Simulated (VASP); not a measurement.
# Al2O3 (P-6m2) in VASP: notebook

One crystal, Al2O3, is run at these levels: LDA; tasks: dielectric tensor.

Everything below comes from runs of VASP 6.6.1. Logs are shortened: lines on timing, memory, paths and dates and some standing lists are left out, and cuts for length are marked.

## 1. The structure

Symmetry: P-6m2, No. 187, hexagonal system. The conventional cell has a = 2.884 Å, b = 2.884 Å, c = 9.337 Å, α = 90.00°, β = 90.00°, γ = 120.00°. Al (site symmetry 3m) has 3 O at 1.80 Å as nearest neighbours. Around O (site symmetry 3m) lie 3 Al at 1.80 Å. Around O (site symmetry -6m2) lie 6 Al at 2.18 Å.

Measurements of this composition are mostly on another form, of space group No. 167.

## 2. Dielectric tensor, LDA

INCAR

```
ALGO = Normal ; EDIFF = 1E-8
ENCUT = 400 ; GGA = CA
ISIF = 2 ; ISMEAR = 0
LASPH = True ; LCHARG = False
LEPSILON = True ; LREAL = False
LWAVE = False ; NELM = 100
PREC = Accurate ; SIGMA = 0.01
```

KPOINTS

```
k-points
0
Gamma
  8 8 3
```

POSCAR

```
Al2O3
1.0
    2.8843249483      0.0000000000      0.0000000000
   -1.4421624742      2.4978986780      0.0000000000
    0.0000000000      0.0000000000      9.3367544600
Al O
2 3
Direct
    0.0000000000      0.0000000000      0.8500076700
    0.0000000000      0.0000000000      0.1499923300
    0.3333333333      0.6666666667      0.7776830800
    0.6666666667      0.3333333333      0.0000000000
    0.3333333333      0.6666666667      0.2223169200
```

Potentials or basis: VASP PAW LDA potentials, release 64 (Al, O).

Started as:

```console
$ cat potpaw_LDA.64/Al/POTCAR potpaw_LDA.64/O/POTCAR > POTCAR
$ mpirun -np 1 vasp_std > vasp.out
```

OUTCAR:

```text
EDIFF = 1E-8
   ENCUT = 400
   GGA = CA
   ISIF = 2
   ISMEAR = 0
   LASPH = True
   LEPSILON = True
   LREAL = False
   NELM = 100
   PREC = Accurate

 Found     20 irreducible k-points:

 Following reciprocal coordinates:
            Coordinates               Weight
  0.000000  0.000000  0.000000      1.000000
  0.125000 -0.000000  0.000000      6.000000
  0.250000 -0.000000  0.000000      6.000000
  0.375000  0.000000  0.000000      6.000000
  0.500000 -0.000000  0.000000      3.000000
  0.125000  0.125000  0.000000      6.000000
   k-points           NKPTS =     20   k-points in BZ     NKDIM =     20   number of bands    NBANDS=     16
   number of dos      NEDOS =    301   number of ions     NIONS =      5
   total plane-waves  NPLWV =  25600
   dimension x,y,z NGX =    20 NGY =   20 NGZ =   64
   dimension x,y,z NGXF=    40 NGYF=   40 NGZF=  128
   ions per type =               2   3
   NGX,Y,Z   is equivalent  to a cutoff of  11.53, 11.53, 11.40 a.u.
   NGXF,Y,Z  is equivalent  to a cutoff of  23.06, 23.06, 22.79 a.u.
 SYSTEM =  unknown system
   PREC   = accura    normal or accurate (medium, high low for compatibility)
   ISTART =      0    job   : 0-new  1-cont  2-samecut
   ICHARG =      2    charge: 1-file 2-atom 10-const
   ISPIN  =      1    spin polarized calculation?
   LNONCOLLINEAR =      F non collinear calculations
   LSORBIT =      F    spin-orbit coupling
   LASPH  =      T    aspherical Exc in radial PAW
   ENCUT  =  400.0 eV  29.40 Ry    5.42 a.u.   4.70  4.70 15.23*2*pi/ulx,y,z
   NELM   =    100;   NELMIN=  2; NELMDL= -5     # of ELM steps
   EDIFF  = 0.1E-07   stopping-criterion for ELM
   LREAL  =      F    real-space projection
   EDIFFG = 0.1E-06   stopping-criterion for IOM
   NSW    =      0    number of steps for IOM
   IBRION =     -1    ionic relax: 0-MD 1-quasi-New 2-CG
   NFREE  =      0    steps in history (QN), initial steepest desc. (CG)
   ISIF   =      2    stress and relaxation
   ISYM   =      2    0-nonsym 1-usesym 2-fastsym
   POTIM  = 0.5000    time-step for ionic-motion
   TEBEG  =    0.0;   TEEND  =   0.0 temperature during run
   PSTRESS=    0.0 pullay stress
   NELECT =      24.0000    total number of electrons
   NUPDOWN=      -1.0000    fix difference up-down
   EMIN   =  10.00;   EMAX   =-10.00  energy-range for DOS
   EFERMI =   0.00;   METHOD = LEGACY
   ISMEAR =     0;   SIGMA  =   0.01  broadening in eV -4-tet -1-fermi 0-gaus
   EFERMI_NEDOS =   21; number of points for ismear=-14 and -15
   IALGO  =     38    algorithm
   IMIX   =      4    mixing-type and parameters
     AMIX     =   0.40;   BMIX     =  1.00
     AMIX_MAG =   1.60;   BMIX_MAG =  1.00
  volume/ion in A,a.u.               =      13.45        90.79
  Fermi-wavevector in a.u.,A,eV,Ry     =   1.161111  2.194181 18.343074  1.348178
  Thomas-Fermi vector in A             =   2.297686
   LORBIT       =      0    0 simple, 1 ext, 2 COOP (PROOUT), +10 PAW based schemes
   GGA     = CA    functional components
   LHFCALC =     F    Hartree Fock is set to
   AEXX    =    0.0000 exact exchange contribution
   IVDW    =     0    specifies the selected vdW correction
   LEPSILON=     T    determine dielectric tensor
   LRPA    =     F    only Hartree local field effects (RPA)
 non-spin polarized calculation
 Gauss-broadening in eV      SIGMA  =   0.01
  energy-cutoff  :      400.00
  volume of cell :       67.27
 maximum number of plane-waves:      1243
 NGX is ok and might be reduce to    20
   NGX =  9   NGY =  9   NGZ = 31

--------------------------------------- Ionic step        1  -------------------------------------------

 number of electron      24.0000010 magnetization

 E-fermi :   0.6404     XC(G=0):  -8.8985

 val. band max:        0.5526227494   @ k =   0.1250   0.1250   0.0000
 cond. band min:       5.2976681445   @ k =   0.0000   0.0000   0.0000
 fundamental gap:      4.7450453951
 Fermi energy:         0.6404098561

 k-point     1 :       0.0000    0.0000    0.0000
  band No.  band energies     occupation
      1     -17.9108      2.00000
      2     -16.8551      2.00000
      3     -15.6232      2.00000
      4      -4.4358      2.00000
      5      -1.5577      2.00000
      6      -0.9366      2.00000
[... 8 lines left out ...]
     15       8.2512      0.00000
     16       9.7296      0.00000

 k-point     2 :       0.1250   -0.0000    0.0000
  band No.  band energies     occupation
      1     -17.7156      2.00000
      2     -16.7086      2.00000
      3     -15.5516      2.00000
      4      -4.3321      2.00000
      5      -2.0742      2.00000
      6      -1.4297      2.00000
[... 8 lines left out ...]
     15       8.7651      0.00000
     16      10.1971      0.00000

 k-point     3 :       0.2500   -0.0000    0.0000
  band No.  band energies     occupation
      1     -17.1843      2.00000
      2     -16.3316      2.00000
      3     -15.4010      2.00000
      4      -4.3342      2.00000
      5      -3.5289      2.00000
      6      -2.4872      2.00000
[... 8 lines left out ...]
     15       9.5762      0.00000
     16      10.8946      0.00000

 k-point     4 :       0.3750    0.0000    0.0000
  band No.  band energies     occupation
      1     -16.4895      2.00000
      2     -15.9109      2.00000
      3     -15.3455      2.00000
      4      -4.9378      2.00000
      5      -4.8988      2.00000
      6      -3.4843      2.00000
[... 8 lines left out ...]
     15       9.6192      0.00000
     16      11.2290      0.00000

 k-point     5 :       0.5000   -0.0000    0.0000
  band No.  band energies     occupation
      1     -16.0573      2.00000
      2     -15.7194      2.00000
      3     -15.4416      2.00000
      4      -5.4404      2.00000
      5      -5.2991      2.00000
      6      -3.8682      2.00000
[... 8 lines left out ...]
     15       9.4095      0.00000
     16      11.3398      0.00000

 k-point     6 :       0.1250    0.1250    0.0000
  band No.  band energies     occupation
      1     -17.3524      2.00000
      2     -16.4469      2.00000
      3     -15.4405      2.00000
      4      -4.2616      2.00000
      5      -2.8967      2.00000
      6      -2.4321      2.00000
[... 8 lines left out ...]
     15       9.5256      0.00000
     16      10.9257      0.00000

 [... further k-points ...]

  FORCE on cell =-STRESS in cart. coord.  units (eV):
  Direction    XX          YY          ZZ          XY          YZ          ZX
  --------------------------------------------------------------------------------------
  -------------------------------------------------------------------------------------
  Total       -4.6647892     -4.6647892     -3.8789711      0.0000000      0.0000000      0.0000000
  in kB     -111.1034792   -111.1034792    -92.3872813      0.0000000      0.0000000      0.0000000
  external PRESSURE =    -104.8647465 kB  Pullay stress =       0.0000000 kB

 VOLUME and BASIS-vectors are now :
 -----------------------------------------------------------------------------
  energy-cutoff  :      400.00
  volume of cell :       67.27
      direct lattice vectors                 reciprocal lattice vectors
     2.884324948  0.000000000  0.000000000     0.346701574  0.200168247  0.000000000
    -1.442162474  2.497898678  0.000000000     0.000000000  0.400336494  0.000000000
     0.000000000  0.000000000  9.336754460     0.000000000  0.000000000  0.107103598

 POSITION                                       TOTAL-FORCE (eV/Angst)
 -----------------------------------------------------------------------------------
      0.00000      0.00000      7.93631         0.000000     -0.000000     -0.019023
      0.00000      0.00000      1.40044         0.000000     -0.000000      0.019023
     -0.00000      1.66527      7.26104         0.000000      0.000000      0.487982
      1.44216      0.83263      0.00000        -0.000000      0.000000      0.000000
     -0.00000      1.66527      2.07572        -0.000000      0.000000     -0.487982
 -----------------------------------------------------------------------------------
    total drift:                               -0.000000      0.000000     -0.000000

  FREE ENERGIE OF THE ION-ELECTRON SYSTEM (eV)
  ---------------------------------------------------
  free  energy   TOTEN  =       -40.1657379280 eV

  energy  without entropy=      -40.1657379280  energy(sigma->0) =      -40.16573793

 HEAD OF MICROSCOPIC STATIC DIELECTRIC TENSOR (INDEPENDENT PARTICLE, excluding Hartree and local field effects)
 ------------------------------------------------------
           2.798847    -0.000000     0.000000
          -0.000000     2.798847     0.000000
           0.000000     0.000000     2.615501
 ------------------------------------------------------

 Free energy of the ion-electron system (eV)
  ---------------------------------------------------
  ---------------------------------------------------
  free energy    TOTEN  =        -0.33638720 eV

  energy without entropy =       -0.33638720

------------------------ aborting loop because EDIFF is reached ----------------------------------------

--------------------------------------- Ionic step        2  -------------------------------------------

------------------------ aborting loop because EDIFF is reached ----------------------------------------

--------------------------------------- Ionic step        3  -------------------------------------------

 Free energy of the ion-electron system (eV)
  ---------------------------------------------------
  ---------------------------------------------------
  free energy    TOTEN  =        -0.18846224 eV

  energy without entropy =       -0.18846224

------------------------ aborting loop because EDIFF is reached ----------------------------------------

 PIEZOELECTRIC TENSOR FIELD DIRECTION 3  (e Angst)
 -----------------------------------------------------------------------------
    -0.00002  0.00000 -0.00000           ( -0.00000  0.00000 -0.00000)
     0.00000 -0.00002  0.00000           (  0.00000 -0.00000  0.00000)
     0.00000  0.00000  0.00008           ( -0.00000  0.00000 -0.00000)

 PIEZOELECTRIC TENSOR FIELD DIRECTION 3  (C/m^2)
 -----------------------------------------------------------------------------
    -0.00000  0.00000 -0.00000
     0.00000 -0.00000  0.00000
     0.00000  0.00000  0.00002

 MACROSCOPIC STATIC DIELECTRIC TENSOR (including local field effects in DFT)
 ------------------------------------------------------
           2.697110    -0.000000     0.000000
          -0.000000     2.697110     0.000000
           0.000000     0.000000     1.942110
 ------------------------------------------------------

 PIEZOELECTRIC TENSOR (including local field effects)  for field in x, y, z        (e  Angst)
          XX          YY          ZZ          XY          YZ          ZX
  --------------------------------------------------------------------------------
  x     0.00000    -0.00000     0.00000    -0.06721     0.00000     0.00000
  y    -0.06721     0.06721     0.00000    -0.00000     0.00000     0.00000
  z     0.00000     0.00000     0.00000     0.00000     0.00000     0.00000

 PIEZOELECTRIC TENSOR (including local field effects)  for field in x, y, z        (C/m^2)
          XX          YY          ZZ          XY          YZ          ZX
  --------------------------------------------------------------------------------
  x     0.00000    -0.00000     0.00000    -0.01601     0.00000     0.00000
  y    -0.01601     0.01601     0.00000    -0.00000     0.00000     0.00000
  z     0.00000     0.00000     0.00000     0.00000     0.00000     0.00000

 BORN EFFECTIVE CHARGES (including local field effects) (in |e|, cummulative output)
 ---------------------------------------------------------------------------------
 ion    1
    1     3.01620    -0.00000     0.00000
    2    -0.00000     3.01620     0.00000
    3    -0.00000     0.00000     1.51281
 ion    2
    1     3.01620    -0.00000    -0.00000
    2    -0.00000     3.01620    -0.00000
    3     0.00000    -0.00000     1.51281
 ion    3
    1    -1.89846     0.00000    -0.00000
    2     0.00000    -1.89846    -0.00000
    3     0.00000    -0.00000    -0.91152
 ion    4
    1    -2.23547     0.00000     0.00000
    2     0.00000    -2.23547     0.00000
    3    -0.00000     0.00000    -1.20256
 ion    5
    1    -1.89846     0.00000     0.00000
    2     0.00000    -1.89846     0.00000
    3    -0.00000    -0.00000    -0.91152
```

It took 84 s on 1 thread of Intel Xeon 6975P-C (Granite Rapids), shared host; peak memory 0.22 GiB.

These settings aren't checked as converged: the numbers below hold their error.

What came out:

- Band gap on the k mesh: 4.75 eV, indirect (least direct gap 5.00 eV)
- Electronic dielectric tensor (diagonal): 2.70, 2.70, 1.94
- Born charges (mean of the diagonal): Al +2.52; O -1.57, -1.89 e

Caveat: the cutoff is under 1.25 times the usual one of these potentials, so pressure, stress and relaxed cells hold a basis-set (Pulay) error; an odd mesh through Γ misses points on the zone boundary, where band edges often lie.

## 3. Dielectric tensor, LDA

INCAR: that of step 2 with these lines changed.

```diff
@@ -1,3 +1,3 @@
 ALGO = Normal ; EDIFF = 1E-8
-ENCUT = 400 ; GGA = CA
+ENCUT = 520 ; GGA = CA
 ISIF = 2 ; ISMEAR = 0
```

KPOINTS is that of step 2.

POSCAR is that of step 2.

Potentials or basis: VASP PAW LDA potentials, release 64 (Al, O).

Started as:

```console
$ cat potpaw_LDA.64/Al/POTCAR potpaw_LDA.64/O/POTCAR > POTCAR
$ mpirun -np 1 vasp_std > vasp.out
```

OUTCAR:

```text
EDIFF = 1E-8
   ENCUT = 520
   GGA = CA
   ISIF = 2
   ISMEAR = 0
   LASPH = True
   LEPSILON = True
   LREAL = False
   NELM = 100
   PREC = Accurate

 Found     20 irreducible k-points:

 Following reciprocal coordinates:
            Coordinates               Weight
  0.000000  0.000000  0.000000      1.000000
  0.125000 -0.000000  0.000000      6.000000
  0.250000 -0.000000  0.000000      6.000000
  0.375000  0.000000  0.000000      6.000000
  0.500000 -0.000000  0.000000      3.000000
  0.125000  0.125000  0.000000      6.000000
   k-points           NKPTS =     20   k-points in BZ     NKDIM =     20   number of bands    NBANDS=     16
   number of dos      NEDOS =    301   number of ions     NIONS =      5
   total plane-waves  NPLWV =  40320
   dimension x,y,z NGX =    24 NGY =   24 NGZ =   70
   dimension x,y,z NGXF=    48 NGYF=   48 NGZF=  140
   ions per type =               2   3
   NGX,Y,Z   is equivalent  to a cutoff of  13.83, 13.83, 12.46 a.u.
   NGXF,Y,Z  is equivalent  to a cutoff of  27.67, 27.67, 24.93 a.u.
 SYSTEM =  unknown system
   PREC   = accura    normal or accurate (medium, high low for compatibility)
[... 237 lines left out ...]

------------------------ aborting loop because EDIFF is reached ----------------------------------------

 PIEZOELECTRIC TENSOR FIELD DIRECTION 3  (e Angst)
 -----------------------------------------------------------------------------
    -0.00002  0.00000  0.00000           ( -0.00000  0.00000  0.00000)
    -0.00000 -0.00002 -0.00000           (  0.00000 -0.00000  0.00000)
    -0.00000 -0.00000  0.00006           (  0.00000  0.00000 -0.00000)

 PIEZOELECTRIC TENSOR FIELD DIRECTION 3  (C/m^2)
 -----------------------------------------------------------------------------
    -0.00000  0.00000  0.00000
    -0.00000 -0.00000 -0.00000
    -0.00000 -0.00000  0.00001

 MACROSCOPIC STATIC DIELECTRIC TENSOR (including local field effects in DFT)
 ------------------------------------------------------
           2.703320    -0.000000    -0.000000
          -0.000000     2.703320     0.000000
           0.000000    -0.000000     1.945185
 ------------------------------------------------------

 PIEZOELECTRIC TENSOR (including local field effects)  for field in x, y, z        (e  Angst)
          XX          YY          ZZ          XY          YZ          ZX
  --------------------------------------------------------------------------------
  x     0.00000    -0.00000    -0.00000    -0.07243     0.00000     0.00000
  y    -0.07243     0.07243     0.00000    -0.00000     0.00000     0.00000
  z     0.00000     0.00000     0.00000     0.00000    -0.00000    -0.00000

 PIEZOELECTRIC TENSOR (including local field effects)  for field in x, y, z        (C/m^2)
          XX          YY          ZZ          XY          YZ          ZX
  --------------------------------------------------------------------------------
  x     0.00000    -0.00000    -0.00000    -0.01725     0.00000     0.00000
  y    -0.01725     0.01725     0.00000    -0.00000     0.00000     0.00000
  z     0.00000     0.00000     0.00000     0.00000    -0.00000    -0.00000

 BORN EFFECTIVE CHARGES (including local field effects) (in |e|, cummulative output)
 ---------------------------------------------------------------------------------
 ion    1
    1     3.02051    -0.00000     0.00000
    2    -0.00000     3.02051     0.00000
    3     0.00000     0.00000     1.51593
 ion    2
    1     3.02051    -0.00000    -0.00000
    2    -0.00000     3.02051    -0.00000
    3    -0.00000    -0.00000     1.51593
 ion    3
    1    -1.90096     0.00000     0.00000
    2     0.00000    -1.90096     0.00000
    3     0.00000     0.00000    -0.91349
 ion    4
    1    -2.23909     0.00000     0.00000
    2     0.00000    -2.23909     0.00000
    3    -0.00000     0.00000    -1.20488
 ion    5
    1    -1.90096     0.00000     0.00000
    2     0.00000    -1.90096     0.00000
    3     0.00000    -0.00000    -0.91349
```

OSZICAR:

```text
N       E                     dE             d eps       ncg     rms          rms(c)
DAV:   1     0.134024019274E+03    0.13402E+03   -0.12521E+04   640   0.134E+03
DAV:   2    -0.363742044771E+02   -0.17040E+03   -0.16607E+03   824   0.289E+02
DAV:   3    -0.446707000387E+02   -0.82965E+01   -0.82840E+01   824   0.764E+01
[... 11 lines left out ...]
RMM:   8    -0.189042936830E+00   -0.30799E-03   -0.18951E-04  1435   0.296E-02    0.579E-03
RMM:   9    -0.189217803860E+00   -0.17487E-03    0.97961E-06  1453   0.135E-02    0.254E-03
RMM:  10    -0.189270219123E+00   -0.52415E-04    0.21786E-05  1423   0.590E-03    0.477E-04
RMM:  11    -0.189290962675E+00   -0.20744E-04    0.49188E-06  1443   0.175E-03    0.452E-04
RMM:  12    -0.189295597642E+00   -0.46350E-05   -0.70891E-06  1462   0.101E-03    0.553E-05
RMM:  13    -0.189296042252E+00   -0.44461E-06    0.29277E-07  1149   0.155E-04    0.156E-05
RMM:  14    -0.189295980585E+00    0.61667E-07    0.57450E-07   719   0.583E-05    0.464E-06
```

It took 1.8 min on 1 thread of Intel Xeon 6975P-C (Granite Rapids), shared host; peak memory 0.28 GiB.

The run converged, but some of its settings lie outside the range that counts as converged, so its numbers aren't taken as properties of the crystal.

What came out:

```yaml
Band_gap_on_the_k_mesh: 4.74 eV, indirect (least direct gap 4.99 eV)
Electronic_dielectric_tensor_diagonal: 2.70, 2.70, 1.95
Born_charges_mean_of_the_diagonal: Al +2.52; O -1.57, -1.89 e
```

Caveat: an odd mesh through Γ misses points on the zone boundary, where band edges often lie.

(Part 1 of 2 ends here.)
